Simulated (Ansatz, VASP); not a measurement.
# NaCl in VASP and in Ansatz

The input INCAR:

```
PREC = Accurate
ENCUT = 520
EDIFF = 1E-8
ISMEAR = -1
SIGMA = 0.03
LREAL = False
LASPH = True
NELM = 60
ALGO = Normal
ISIF = 2
LWAVE = False
LCHARG = False
GGA = PS
LEFG = True
NBANDS = 14
```

The input KPOINTS:

```
Automatic mesh
0
Gamma
  9 9 9
```

The input POSCAR:

```
NaCl
1.0
    2.8600000000      0.0000000000      0.0000000000
    0.0000000000      2.8600000000      0.0000000000
    0.0000000000      0.0000000000      2.9172000000
Na Cl
1 1
Direct
    0.0000000000      0.0000000000      0.0000000000
    0.5000000000      0.5000000000      0.5000000000
```

Input for Ansatz:

```yaml
crystal:
  lattice:
    - [2.86, 0.0, 0.0]
    - [0.0, 2.86, 0.0]
    - [0.0, 0.0, 2.9172]
  atoms:
    - { symbol: Na, position: [0.0, 0.0, 0.0] }
    - { symbol: Cl, position: [0.5, 0.5, 0.5] }
kpoints:
  mp_grid: { grid: [9, 9, 9] }
scf:
  occupations: { method: fermi_dirac, width: 0.03 }
hamiltonian:
  xc: pbesol
  pseudopotentials: { kind: paw }
output:
  forces: true
  stress: true
  eigenvalues: true
  efg: { contact_densities: true }
```

Change from the starting cell: zz strain of +2 %, PAW files.

Alike in both runs: task electric field gradients; functional PBEsol; k mesh 9 × 9 × 9; occupations fermi-dirac, width 0.03 eV; no spin polarisation.

|  | VASP | Ansatz |
| --- | --- | --- |
| version | VASP 6.6.1 | Ansatz 0.2.0 |
| potentials or method | VASP PAW PBE potentials, release 64 (Na_pv, Cl) | PAW with Ansatz's default frozen-core files, scalar-relativistic |
| plane-wave cutoff (eV) | 520 | 420 |
| valence electrons in the cell | 14 | 16 |

Ansatz gave:

```
gap on the k mesh at the Fermi level (eV)                      : 4.48
pressure (GPa)                                                 : 54.8
largest component of the traceless stress (GPa)                : 3.19
Vzz of the field gradient on the site that differs most (V/Å²) : 11.3
```

Q: What did VASP give for the same quantities?

A: gap on the k mesh at the Fermi level (eV): 4.53; pressure (GPa): 55.4; largest component of the traceless stress (GPa): 3.17; Vzz of the field gradient on the site that differs most (V/Å²): 10.9.

The two sets of potentials don't hold the same shells in valence.

Caveats: so large a pressure means that the cell lies far from this level's equilibrium, or that cutoff or potentials fall short (VASP); the potentials were made for another functional, which shifts forces and pressure (VASP); an odd mesh through Γ misses points on the zone boundary, where band edges often lie.
